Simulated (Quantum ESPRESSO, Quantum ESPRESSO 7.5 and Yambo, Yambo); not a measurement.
**Beyond one shot: KF (Carobbiite)**

Wanted: G0W0 and self-consistent gaps of KF (Carobbiite), with the cost of the cycles.

Calculated with Quantum ESPRESSO 7.5 and Yambo 5.3.0; PBE and many-body steps on it, plane waves.

## Step 1: Set-up

The structure is cubic, space group Fm-3m (No. 225). The conventional cell has a = 5.344 Å, b = 5.344 Å, c = 5.344 Å, α = 90.00°, β = 90.00°, γ = 90.00°. Nearest to K lie 6 F at 2.67 Å. Nearest to F lie 6 K at 2.67 Å. Farther neighbours and most contacts between anions are not listed.

The cell and positions come from the Crystallography Open Database and are kept as given unless a step says otherwise.

## Step 2: Empty states on the mesh, 4×4×4 mesh, 167 bands

This step: Quantum ESPRESSO 7.5; DFT, PBE, plane waves, norm-conserving pseudopotentials.

The sums over transitions need many empty states on a uniform mesh; this step solves for them.

The input, pw.in:

```
&control
  calculation = 'nscf'
  prefix = 'x'
  outdir = 'o'
  pseudo_dir = 'pseudo'
/
&system
  ibrav = 0
  nat = 2
  ntyp = 2
  ecutwfc = 72.0
  nbnd = 167
  force_symmorphic = .true.
/
&electrons
  conv_thr = 1e-9
  electron_maxstep = 80
  diago_full_acc = .true.
  diago_thr_init = 5e-6
/
ATOMIC_SPECIES
  K 39.098 K.upf
  F 18.998 F.upf
CELL_PARAMETERS angstrom
  -0.0000000000 2.6718500000 2.6718500000
  2.6718500000 -0.0000000000 2.6718500000
  2.6718500000 2.6718500000 0.0000000000
ATOMIC_POSITIONS crystal
  K 0.0000000000 0.0000000000 0.0000000000
  F 0.5000000000 0.5000000000 0.5000000000
K_POINTS automatic
  4 4 4 0 0 0
```

Started as:

```bash
$ OMP_NUM_THREADS=1 mpirun -n 8 pw.x -nk 4 -in pw.in > pw.out
```

Log:

```text
Program PWSCF v.7.5 starts

     This program is part of the open-source Quantum ESPRESSO suite
     for quantum simulation of materials; please cite
         "P. Giannozzi et al., J. Phys.:Condens. Matter 21 395502 (2009);
         "P. Giannozzi et al., J. Phys.:Condens. Matter 29 465901 (2017);
         "P. Giannozzi et al., J. Chem. Phys. 152 154105 (2020);
     in publications or presentations arising from this work. More details at

     Atomic positions and unit cell read from directory:
     o/x.save/

     Message from routine setup:
[...]
78.1755  81.0804  82.4950  82.4950  83.0432  84.8838  84.8838  85.6328
     [... 9 further rows ...]
   138.4386 138.5362 138.5587 138.5587 138.5673 138.5673 139.7663 139.7663
   144.3867 144.3867 144.4530 144.6298 145.2634 145.2634 146.8314

          k = 0.3536 0.0000 0.0000 (  2650 PWs)   bands (ev):

     [... further k-points ...]

     highest occupied, lowest unoccupied level (ev):     1.5366    7.7360

     XML data file, pseudopotentials, collected wavefunctions

=------------------------------------------------------------------------------=
   JOB DONE.
=------------------------------------------------------------------------------=
```

Run time: 6.3 s. Hardware: 8 MPI ranks of Arm Neoverse V1, shared host; peak memory 0.52 GiB; 49 s of CPU time.

This step gave:

* gap: 6.199 eV
* k of the valence top: 0, 0, 0
* k of the conduction bottom: 0, 0, 0
* least direct gap: 6.199 eV
* k points computed: 8
* lowest point of the top converged band, above the valence top: 142.2196 eV

On this mesh the gap is 6.199 eV.

The density comes from a self-consistent run that is not shown.

## Step 3: Conversion and set-up

This step: Yambo 5.3.0; conversion and set-up on PBE, plane waves, norm-conserving pseudopotentials.

The states are converted to the many-body program's format and the q mesh is built.

Started as:

```bash
$ (cd o/x.save; p2y > p2y.log; mv SAVE ../..); yambo > setup.log
```

Log:

```text
 Yambo, version 5.3.0

 [02] CORE Variables Setup
 =========================

  [02.01] Unit cells
  ==================

  Cell kind             :  FCC
  Atoms in the cell     :  K  F
  number of K  atoms    :  1
  number of F  atoms    :  1

  List of atomic masses
  Mass of K     :  39.09800
  Mass of F     :  18.99800

  List of atomic coordinates    : [cc]
  K1       :  0.000000  0.000000  0.000000  order 1
  F1       :  5.049065  5.049065  5.049065  order 2

  Alat factors          :  5.049065  5.049065  5.049065 [a.u.]
  Direct lattice volume :  257.4322 [a.u.]
[...]
==========================================

 IBZ Q-points                                      :   8
 BZ  Q-points                                      :   64

 K/Q-points units:
 rlu = crystal or reduced units; cc = cartesian coordinates; iku = interal k-units

 Q [1]          [rlu]:  0.000000  0.000000  0.000000
 Q [2]          [rlu]:  0.16981E-17  0.16981E-17  0.25000
 Q [3]          [rlu]: -0.33962E-17 -0.33962E-17 -0.50000
[...]
Q [7]          [rlu]: -0.14871E-18 -0.50000     -0.50000
 Q [8]          [rlu]:  0.250000 -0.500000 -0.250000

  [03.01] X indexes
  =================

   [03.01.01] Sigma indexes
   ========================

 [06] Game Over & Game summary
```

Run time: 2.4 s. Hardware: 1 MPI rank; peak memory 0.24 GiB.

## Step 4: G0W0

G0W0 replaces the xc potential by the self-energy, built once from these orbitals. Only a window of levels is corrected, while the sums run over the empty bands that the input names.

This step: G0W0 on PBE, plane waves, norm-conserving pseudopotentials.

The input, gw1.in:

```
HF_and_locXC
gw0
dyson
ppa
em1d
rim_cut
RandQpts= 1000000
RandGvec= 1 RL
EXXRLvcs= 72 Ry
VXCRLvcs= 288 Ry
Chimod= "HARTREE"
% BndsRnXp
 1 | 167 |
%
NGsBlkXp= 15.5 Ry
% LongDrXp
 1 | 1 | 1 |
%
% GbndRnge
 1 | 167 |
%
DysSolver= "n"
ExtendOut
PPAPntXp= 27.21138 eV
% QPkrange
 1 | 1 | 7 | 10 |
%
```

Started as:

```bash
$ OMP_NUM_THREADS=1 mpirun -n 8 yambo -F gw1.in -J gw1 -C gw1 > gw1.log
```

Log:

```text
 Yambo, version 5.3.0

 [02] CORE Variables Setup
 =========================

  [... cell, symmetries and grids as in the set-up ...]

  [02.05] Energies & Occupations
  ==============================

  [X] === General ===
  [X] Electronic Temperature                        :  0.000000  0.000000 [eV K]
  [X] Bosonic    Temperature                        :  0.000000  0.000000 [eV K]
  [X] Finite Temperature mode                       : no
  [X] El. density                                   :  0.41942E+24 [cm-3]
  [X] Fermi Level                                   :  1.536557 [eV]

  [X] === Gaps and Widths ===
  [X] Conduction Band Min                           :  6.199421 [eV]
  [X] Valence Band Max                              :  0.000000 [eV]
  [X] Filled Bands                                  :   8
  [X] Empty Bands                                   :    9  167
  [X] Direct Gap                                    :  6.199421 [eV]
  [X] Direct Gap localized at k                     :  1
  [X] Indirect Gap                                  :  6.199421 [eV]
  [X] Indirect Gap between kpts                     :  1  1
  [X] Last valence band width                       :  0.344584 [eV]
  [X] 1st conduction band width                     :  3.553835 [eV]

 [03] Transferred momenta grid and indexing
 ==========================================

 IBZ Q-points                                      :   8
 BZ  Q-points                                      :   64

 K/Q-points units:
 rlu = crystal or reduced units; cc = cartesian coordinates; iku = interal k-units

 Q [1]          [rlu]:  0.000000  0.000000  0.000000
 Q [2]          [rlu]:  0.16981E-17  0.16981E-17  0.25000
 Q [3]          [rlu]: -0.33962E-17 -0.33962E-17 -0.50000
 Q [4]          [rlu]:  0.74356E-19  0.25000      0.25000
 Q [5]          [rlu]: -0.62307E-17  0.25000      0.50000
 Q [6]          [rlu]: -0.33962E-17  0.25000     -0.25000
 Q [7]          [rlu]: -0.14871E-18 -0.50000     -0.50000
 Q [8]          [rlu]:  0.250000 -0.500000 -0.250000

 [04] Coloumb potential Random Integration (RIM)
 ===============================================

  [04.01] RIM initialization
  ==========================

  * Diagonal components only detected *

  8 x (sBL volume)        :  0.120444 [a.u.]
  sBZ random points       :  1000000
  Points outside the sBZ  :   7996195
  RL volume               :  0.963556 [a.u.]
  Integrated volume       :  0.964014 [a.u.]

  [04.02] RIM integrals
  =====================

  Gamma point sphere radius             :  0.089580 [a.u.]
  Points outside the sphere             :   799659
  [Int_sBZ(q=0) 1/q^2]*(Vol_sBZ)^(-1/3) =:  7.764404
                                 should be <:  7.795600

  Summary of Coulomb integrals for non-metallic bands |Q|[au] RIM/Bare

  Q [1] 0.100000E-4 0.995998 * Q [2] 0.269426 1.064955
  Q [4] 0.311106 1.063169 * Q [6] 0.439971 1.026119
  Q [5] 0.515912 1.019126 * Q [3] 0.538852 1.017184
  Q [7] 0.622213 1.014132 * Q [8] 0.695655 1.011034

 [05] Dipoles
 ============

  [05.01] Setup: observables and procedures
  =========================================

 [06] Dynamic Dielectric Matrix (PPA)
 ====================================

 [SLK-Inversion]  Pools        :  2
 [SLK-Inversion]  BLACS grid   :  2  2

 [WR./gw1//ndb.pp]---------------------------------------------------------------
  Brillouin Zone Q/K grids (IBZ/BZ)                :    8   64    8   64
  RL vectors                                       :   3383 [WF]
  Coulomb cutoff potential                         : none
  Electronic Temperature                           :  0.000000 [K]
  Bosonic    Temperature                           :  0.000000 [K]
  PPA    diel. fun.  energies                      : Perdew, Burke & Ernzerhof(X)+Perdew, Burke & Ernzerhof(C)
  wavefunctions                                    : Perdew, Burke & Ernzerhof(X)+Perdew, Burke & Ernzerhof(C)
  Global Gauge                                     : length
  X matrix size                                    :  307
  X band range                                     :    1  167
  X e/h energy range                               : -1.000000 -1.000000 [eV]
  X Time ordering                                  : R
  X Hxc Kernel                                     : HARTREE
  X Drude frequency                                :  0.000000  0.000000
  X poles                                          :  100.0000 [o/o]
  RL vectors in the sum                            :   3383
  [r,Vnl] included                                 : yes
  Field direction                                  :  0.577350E-5  0.577350E-5  0.577350E-5
  BZ energy Double Grid                            : no
  BZ energy DbGd points                            : 0
  BZ Q point size factor                           : -1.000000
  X Optical Averaged directions                    : none

 [07] Local Exchange-Correlation + Non-Local Fock
 ================================================

 [VXC] Plane waves :  21187
 [EXS] Plane waves :  2733

 QP @ state[ 1 ] K range:  1  1
 QP @ state[ 1 ] b range:   7  10

 [xc] Functional : Perdew, Burke & Ernzerhof(X)+Perdew, Burke & Ernzerhof(C)
 [xc] LIBXC used to calculate xc functional
  PP Number of Atomic Species                      :  2
  NLCC RL compoments                               :  21187
  PP Number of Atomic Species                      :  2
  NLCC RL compoments                               :  21187

 [xc] E_xc :  -9.052398 [Ha]
      E_xc :  -18.10480 [Ry]

  Local XC kind (lXC) : Perdew, Burke & Ernzerhof(X)+Perdew, Burke & Ernzerhof(C)
  Non-Local XC kind (nlXC) : Hartree-Fock

  Corrections @ K [1] :  [eV]
 <7|nlXC|7> = -29.45288 -0.18799E-16 <7|lXC|7> = -21.89882  0.66086E-15
 <8|nlXC|8> = -29.45302 -0.18444E-16 <8|lXC|8> = -21.89882  0.11801E-15
 <9|nlXC|9> = -4.028151 -0.29572E-18 <9|lXC|9> = -7.969212  0.18882E-15
 <10|nlXC|10> = -4.982585  0.55684E-18 <10|lXC|10> = -10.84085  0.94408E-16

 [08] Dyson equation: Newton solver
 ==================================

  [08.01] G0W0 (W PPA)
  ====================

  [  GW  ] Bands range     :    1  167
  [GW/PPA] G damping       :  0.100000 [eV]

  QP @ state[ 1 ] K range:  1  1
  QP @ state[ 1 ] b range:   7  10

   Sc/G bands                                       :    1  167
   Sc/G damping                                     :  0.100000 ev
   Sc bands terminator                              : no
   Sx RL components                                 :  2733

   QP @ state[ 1 ] K range                          :  1  1
   QP @ state[ 1 ] b range                          :   7  10
   GF energies kind                                 : Perdew, Burke & Ernzerhof(X)+Perdew, Burke & Ernzerhof(C)
   GF WF`s kind                                     : Perdew, Burke & Ernzerhof(X)+Perdew, Burke & Ernzerhof(C)
   Xs energies kind                                 : Perdew, Burke & Ernzerhof(X)+Perdew, Burke & Ernzerhof(C)
   Xs WF`s kind                                     : Perdew, Burke & Ernzerhof(X)+Perdew, Burke & Ernzerhof(C)

 [11] Game Over & Game summary
```

The job ended after 50 s (8 MPI ranks; peak memory 3 GiB; 6.5 min of CPU time).

This step gave:

```
G0W0 gap on the points computed              : 9.611 eV
starting gap on the mesh                     : 6.199 eV
k of the valence top                         : 0, 0, 0
k of the conduction bottom                   : 0, 0, 0
least direct G0W0 gap on the computed points : 9.611 eV
Z at the valence top                         : 0.8104
Z at the conduction bottom                   : 0.8999
```

The gap on the mesh goes from 6.20 eV to 9.61 eV, a correction of +3.41 eV.

## Step 5: evGW0, cycle 1

This step: evGW0 on PBE, plane waves, norm-conserving pseudopotentials.

gw3.in, as its differences from gw1.in of step 4:

```diff
@@ -25,3 +25,4 @@
 % QPkrange
- 1 | 1 | 7 | 10 |
+ 1 | 8 | 3 | 12 |
 %
+GfnQPdb= "E < ./gw2/ndb.QP"
```

Started as:

```bash
$ OMP_NUM_THREADS=1 mpirun -n 8 yambo -F gw3.in -J gw3,gw1_W -C gw3 > gw3.log
```

Log:

```text
 Yambo, version 5.3.0

 [02] CORE Variables Setup
 =========================

  [... cell, symmetries and grids as in the set-up ...]

  [02.05] Energies & Occupations
  ==============================

  [X] === General ===
  [X] Electronic Temperature                        :  0.000000  0.000000 [eV K]
  [X] Bosonic    Temperature                        :  0.000000  0.000000 [eV K]
  [X] Finite Temperature mode                       : no
  [X] El. density                                   :  0.41942E+24 [cm-3]
  [X] Fermi Level                                   :  1.536557 [eV]

  [X] === Gaps and Widths ===
  [X] Conduction Band Min                           :  6.199421 [eV]
  [X] Valence Band Max                              :  0.000000 [eV]
  [X] Filled Bands                                  :   8
  [X] Empty Bands                                   :    9  167
  [X] Direct Gap                                    :  6.199421 [eV]
  [X] Direct Gap localized at k                     :  1
  [X] Indirect Gap                                  :  6.199421 [eV]
  [X] Indirect Gap between kpts                     :  1  1
  [X] Last valence band width                       :  0.344584 [eV]
  [X] 1st conduction band width                     :  3.553835 [eV]

 [03] Transferred momenta grid and indexing
 ==========================================

 IBZ Q-points                                      :   8
 BZ  Q-points                                      :   64

 K/Q-points units:
 rlu = crystal or reduced units; cc = cartesian coordinates; iku = interal k-units

 Q [1]          [rlu]:  0.000000  0.000000  0.000000
 Q [2]          [rlu]:  0.16981E-17  0.16981E-17  0.25000
 Q [3]          [rlu]: -0.33962E-17 -0.33962E-17 -0.50000
[...]
[G+QP] Direct Gap localized at k                  :  1
  [G+QP] Indirect Gap                               :  9.610922 [eV]
  [G+QP] Indirect Gap between kpts                  :  1  1
  [G+QP] Last valence band width                    :  0.418165 [eV]
  [G+QP] 1st conduction band width                  :  4.352955 [eV]

  [coarse-grid] Minimum Bare Gap        [ev]:  6.199421
  [coarse-grid] Minimum Gap Correction  [ev]:  3.411500

  Eqp @ K [1]
   -30.2842     -21.5780     -10.8920     -10.8920     -10.8918    -0.200351E-3   0.00000    -0.302021E-3
    9.61062  15.49713  15.49708  15.49657  17.44922  17.44922  23.50531  33.26522
  Eqp @ K [2]
  -30.22998 -21.62817 -11.04504 -10.91224 -10.91275  -0.54447  -0.21365  -0.21372
[...]
Eqp @ K [3]
[...]
Eqp @ K [4]
[...]
Eqp @ K [5]
[...]
[... 2 further k-points ...]
  Eqp @ K [8]
  -30.14774 -21.62607 -11.29903 -11.29959 -10.97545  -0.49986  -0.24114  -0.24120
   13.96357  13.96352  16.07184  18.73086  19.79649  20.85068  22.31231  22.31231

 [07] Dipoles
 ============

  [07.01] Setup: observables and procedures
  =========================================

 [08] Dynamic Dielectric Matrix (PPA)
 ====================================

   Sc/G bands                                       :    1  167
   Sc/G damping                                     :  0.100000 ev
   Sc bands terminator                              : no
   Sx RL components                                 :  2733

   QP @ state[ 1 ] K range                          :   1   8
   QP @ state[ 1 ] b range                          :   3  12
   GF energies kind                                 : Perdew, Burke & Ernzerhof(X)+Perdew, Burke & Ernzerhof(C)+ E < ./gw2/ndb.QP + @E Fit
   GF WF`s kind                                     : Perdew, Burke & Ernzerhof(X)+Perdew, Burke & Ernzerhof(C)
   Xs energies kind                                 : Perdew, Burke & Ernzerhof(X)+Perdew, Burke & Ernzerhof(C)
   Xs WF`s kind                                     : Perdew, Burke & Ernzerhof(X)+Perdew, Burke & Ernzerhof(C)

 [13] Game Over & Game summary
```

The job ended after 6.5 min (8 MPI ranks; peak memory 2.8 GiB).

Numbers from this step:

* quasiparticle gap on the mesh: 9.855 eV
* gap of the density functional on the mesh: 6.199 eV
* k of the valence top: 0, 0, 0
* k of the conduction bottom: 0, 0, 0
* least direct quasiparticle gap on the computed points: 9.855 eV
* Z at the valence top: 0.8156
* Z at the conduction bottom: 0.9194

Against G0W0 in Yambo (4×4×4 mesh, 167 bands, screening to 210.9 eV, Godby-Needs plasmon pole), the gap moves by +0.244 eV.

The program's own table gives 10.130 eV, which is too large where the input levels are shifted: this version takes Σc at the unshifted level E₀, yet steps from the shifted one. The value above is the Newton step from E₀, E₀ + Z(Σc + Σx − Vxc), rebuilt from the printed columns.

## Step 6: evGW0, cycle 2

The corrected levels of the last cycle go back in.

gw4.in, as its differences from gw3.in of step 5:

```diff
@@ -27,2 +27,2 @@
 %
-GfnQPdb= "E < ./gw2/ndb.QP"
+GfnQPdb= "E < ./gw3_fix/ndb.QP"
```

Started as:

```bash
$ OMP_NUM_THREADS=1 mpirun -n 8 yambo -F gw4.in -J gw4,gw1_W -C gw4 > gw4.log
```

Log:

```text
 Yambo, version 5.3.0

 [02] CORE Variables Setup
 =========================

  [... cell, symmetries and grids as in the set-up ...]

  [02.05] Energies & Occupations
  ==============================

  [X] === General ===
  [X] Electronic Temperature                        :  0.000000  0.000000 [eV K]
  [X] Bosonic    Temperature                        :  0.000000  0.000000 [eV K]
  [X] Finite Temperature mode                       : no
  [X] El. density                                   :  0.41942E+24 [cm-3]
[...]
Sx RL components                                 :  2733

   QP @ state[ 1 ] K range                          :   1   8
   QP @ state[ 1 ] b range                          :   3  12
   GF energies kind                                 : Perdew, Burke & Ernzerhof(X)+Perdew, Burke & Ernzerhof(C)+ E < ./gw2/ndb.QP + @E Fit+ E < ./gw3_fix/
   GF WF`s kind                                     : Perdew, Burke & Ernzerhof(X)+Perdew, Burke & Ernzerhof(C)
   Xs energies kind                                 : Perdew, Burke & Ernzerhof(X)+Perdew, Burke & Ernzerhof(C)
   Xs WF`s kind                                     : Perdew, Burke & Ernzerhof(X)+Perdew, Burke & Ernzerhof(C)

 [13] Game Over & Game summary
```

The job ended after 6.5 min (8 MPI ranks; peak memory 2.8 GiB).

Numbers from this step:

| Item | Value |
| --- | --- |
| quasiparticle gap on the mesh | 9.871 eV |
| gap of the density functional on the mesh | 6.199 eV |
| k of the valence top | 0, 0, 0 |
| k of the conduction bottom | 0, 0, 0 |
| least direct quasiparticle gap on the computed points | 9.871 eV |

Against the cycle before, the gap moves by +0.016 eV.

The program's own table gives 10.160 eV, which is too large where the input levels are shifted: this version takes Σc at the unshifted level E₀, yet steps from the shifted one. The value above is the Newton step from E₀, E₀ + Z(Σc + Σx − Vxc), rebuilt from the printed columns.

[end of part 1 of 2]

[Paths, hosts, dates, memory and timing lines, banners, echoed tables and standing remarks are left out of the program output.]

[Logs are printed without paths, hosts, clocks, repeated set-up lines and the standing remarks that a program may print on its own settings, such as how far it seeks lower states.]

[Runs of the session that timed out or met a known fault of the program may be left out.]

[Hosts, paths, dates, database ids (printed as entryN), source tags and the programs' standing remarks are cut or masked in the printed files.]
